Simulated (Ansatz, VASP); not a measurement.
**MgO: VASP beside Ansatz**

Contents of POSCAR:

```
MgO
1.0
    3.5209243497      0.0000000000      0.0000000000
   -1.7604621748      3.0492099316      0.0000000000
    0.0000000000      0.0000000000      4.2373703186
Mg O
2 2
Direct
    0.6666666667      0.3333333333      0.7500000000
    0.3333333333      0.6666666667      0.2500000000
    0.6666666667      0.3333333333      0.2500000000
    0.3333333333      0.6666666667      0.7500000000
```

The input INCAR.step1:

```
SYSTEM = MgO
PREC = Accurate
ENCUT = 520
ISMEAR = 0
SIGMA = 0.02
LREAL = .FALSE.
LASPH = .TRUE.
NELM = 60
NBANDS = 16
GGA = PE
ALGO = Normal
EDIFF = 1E-4
LWAVE = .TRUE.
LCHARG = .FALSE.
```

Contents of INCAR.step2:

```
SYSTEM = MgO
PREC = Accurate
ENCUT = 520
EDIFF = 1E-6
ISMEAR = 0
SIGMA = 0.02
LREAL = .FALSE.
LASPH = .TRUE.
NELM = 60
ALGO = Normal
ISIF = 2
LWAVE = .FALSE.
LCHARG = .TRUE.
METAGGA = R2SCAN
LMIXTAU = .TRUE.
LELF = .TRUE.
LVHAR = .TRUE.
NBANDS = 16
ISTART = 1
```

The input KPOINTS:

```
Automatic mesh
0
G
  9 9 6
  0 0 0
```

Input for Ansatz:

```yaml
crystal:
  lattice:
    - [3.5209243497, 0.0, 0.0]
    - [-1.7604621748, 3.0492099316, 0.0]
    - [0.0, 0.0, 4.2373703186]
  atoms:
    - { symbol: Mg, position: [0.6666666667, 0.3333333333, 0.75] }
    - { symbol: Mg, position: [0.3333333333, 0.6666666667, 0.25] }
    - { symbol: O, position: [0.6666666667, 0.3333333333, 0.25] }
    - { symbol: O, position: [0.3333333333, 0.6666666667, 0.75] }
basis:
  ecutwfc: 500
kpoints:
  mp_grid: { grid: [9, 9, 6] }
  band_path: { path: [VBM, CBM], npoints: 2 }
hamiltonian:
  xc: r2scan
scf:
  occupations: { method: gaussian, width: 0.02 }
output:
  forces: false
  stress: false
  eigenvalues: true
checkpoint:
  read: start.run
  write: ck
  compress: false
  write_wavefunctions: false
  write_every: 100000
```

The cell was built by a generator and needn't be a form met in nature.

Alike in both runs: task single point; functional r2SCAN; k mesh 9 × 9 × 6; occupations gaussian, width 0.02 eV; no spin polarisation.

|  | VASP | Ansatz |
| --- | --- | --- |
| version | VASP 6.6.1 | Ansatz 0.2.0 |
| potentials or method | VASP PAW PBE potentials, release 64 (Mg, O) | scalar-relativistic, plane waves, PAW |
| plane-wave cutoff (eV) | 520 | 500 |
| valence electrons in the cell | 16 | 32 |

```csv
,VASP,Ansatz,Ansatz less VASP
gap on the k mesh at the Fermi level (eV),3.90,3.91,+0.014
least direct gap on the mesh (eV),3.90,3.91,+0.014
```

The functional is the same, so the differences come from potentials, cutoffs and numerics. The two sets of potentials don't hold the same shells in valence.

Caveats: the PAW data sets were made with another functional, which shifts forces and pressure a little (VASP). r2SCAN opens gaps a little over a GGA but as a rule still falls short of measured ones.
